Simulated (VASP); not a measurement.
Input of a VASP 6.6.1 run:

INCAR

```
SYSTEM = MoS2
PREC = Accurate
ENCUT = 520
EDIFF = 1E-6
ISMEAR = 0
SIGMA = 0.03
LREAL = .FALSE.
LASPH = .TRUE.
NELM = 80
ALGO = Normal
ISIF = 2
LWAVE = .FALSE.
LCHARG = .FALSE.
LMAXMIX = 4
LDIPOL = .TRUE.
IDIPOL = 3
DIPOL = 0.5 0.5 0.500
GGA = CA
NBANDS = 49
LVHAR = .TRUE.
LVACPOTAV = .TRUE.
KPAR = 4
```

Contents of KPOINTS:

```
regular mesh
0
G
  12 12 1
  0 0 0
```

POSCAR

```
MoS2                                    
1.0
    3.1503598999      0.0000000000      0.0000000000
   -1.5751799500      2.7282916999      0.0000000000
    0.0000000000      0.0000000000     33.4542960000
  S               Mo            
     6     3
Direct
     0.3333333300000021    0.6666666699999979    0.2719756864358089
     0.3333333300000021    0.6666666699999979    0.3656268187180984
     0.6666666699999979    0.3333333300000021    0.4532201983573216
     0.6666666699999979    0.3333333300000021    0.5467798016426784
     0.3333333300000021    0.6666666699999979    0.6343731812819016
     0.3333333300000021    0.6666666699999979    0.7280243135641911
     0.6666666699999979    0.3333333300000021    0.3188259796683468
     0.3333333300000021    0.6666666699999979    0.5000000000000000
     0.6666666699999979    0.3333333300000021    0.6811740203316532
```

The input KPOINTS_OPT:

```
explicit points
67
Reciprocal
 0.0000000000  0.0000000000  0.0000000000 1
 0.0357142900  0.0000000000  0.0000000000 1
 0.0714285700  0.0000000000  0.0000000000 1
 0.1071428600  0.0000000000  0.0000000000 1
 0.1428571400  0.0000000000  0.0000000000 1
 0.1785714300  0.0000000000  0.0000000000 1
 0.2142857100  0.0000000000  0.0000000000 1
 0.2500000000  0.0000000000  0.0000000000 1
 0.2857142900  0.0000000000  0.0000000000 1
 0.3214285700  0.0000000000  0.0000000000 1
 0.3571428600  0.0000000000  0.0000000000 1
 0.3928571400  0.0000000000  0.0000000000 1
 0.4285714300  0.0000000000  0.0000000000 1
 0.4642857100  0.0000000000  0.0000000000 1
 0.5000000000  0.0000000000  0.0000000000 1
 0.4791666700  0.0416666700  0.0000000000 1
 0.4583333300  0.0833333300  0.0000000000 1
 0.4375000000  0.1250000000  0.0000000000 1
 0.4166666700  0.1666666700  0.0000000000 1
 0.3958333300  0.2083333300  0.0000000000 1
 0.3750000000  0.2500000000  0.0000000000 1
 0.3541666700  0.2916666700  0.0000000000 1
 0.3333333300  0.3333333300  0.0000000000 1
 0.3137254900  0.3137254900  0.0000000000 1
 0.2941176500  0.2941176500  0.0000000000 1
 0.2745098000  0.2745098000  0.0000000000 1
 0.2549019600  0.2549019600  0.0000000000 1
 0.2352941200  0.2352941200  0.0000000000 1
 0.2156862700  0.2156862700  0.0000000000 1
 0.1960784300  0.1960784300  0.0000000000 1
 0.1764705900  0.1764705900  0.0000000000 1
 0.1568627500  0.1568627500  0.0000000000 1
 0.1372549000  0.1372549000  0.0000000000 1
 0.1176470600  0.1176470600  0.0000000000 1
 0.0980392200  0.0980392200  0.0000000000 1
 0.0784313700  0.0784313700  0.0000000000 1
 0.0588235300  0.0588235300  0.0000000000 1
 0.0392156900  0.0392156900  0.0000000000 1
 0.0196078400  0.0196078400  0.0000000000 1
 0.0000000000  0.0000000000  0.0000000000 1
 0.0000000000  0.0000000000  0.0000000000 1
 0.0060523400 -0.0030261700  0.0000000000 1
-0.0060523400  0.0030261700  0.0000000000 1
 0.0176526700 -0.0088263400  0.0000000000 1
-0.0176526700  0.0088263400  0.0000000000 1
 0.0000000000  0.0052414800  0.0000000000 1
-0.0000000000 -0.0052414800  0.0000000000 1
 0.0000000000  0.0152876600  0.0000000000 1
-0.0000000000 -0.0152876600  0.0000000000 1
 0.5000000000  0.0000000000  0.0000000000 1
 0.5060523400 -0.0030261700  0.0000000000 1
 0.4939476600  0.0030261700  0.0000000000 1
 0.5176526700 -0.0088263400  0.0000000000 1
 0.4823473300  0.0088263400  0.0000000000 1
 0.5000000000  0.0052414800  0.0000000000 1
 0.5000000000 -0.0052414800  0.0000000000 1
 0.5000000000  0.0152876600  0.0000000000 1
 0.5000000000 -0.0152876600  0.0000000000 1
 0.3333333300  0.3333333300  0.0000000000 1
 0.3393856700  0.3303071600  0.0000000000 1
 0.3272809900  0.3363595000  0.0000000000 1
 0.3509860000  0.3245069900  0.0000000000 1
 0.3156806600  0.3421596700  0.0000000000 1
 0.3333333300  0.3385748100  0.0000000000 1
 0.3333333300  0.3280918500  0.0000000000 1
 0.3333333300  0.3486209900  0.0000000000 1
 0.3333333300  0.3180456700  0.0000000000 1
```

Potentials or basis: VASP PAW LDA potentials, release 64 (S, Mo_sv).

Run with:

```console
$ cat potpaw_LDA.64/S/POTCAR potpaw_LDA.64/Mo_sv/POTCAR > POTCAR
$ mpirun -np 4 vasp_std > vasp.out
```

(1) What does it give for the largest force?

(2) Estimate the band gap on the k mesh.

(3) Estimate the band gap along the path.

(4) Estimate the ionisation potential of the upper face.

Results:

(1) 0.465 eV/Å.

(2) 0.96 eV, indirect (least direct gap 1.73 eV).

(3) 0.95 eV, indirect (least direct gap 1.73 eV).

(4) 5.52 eV.
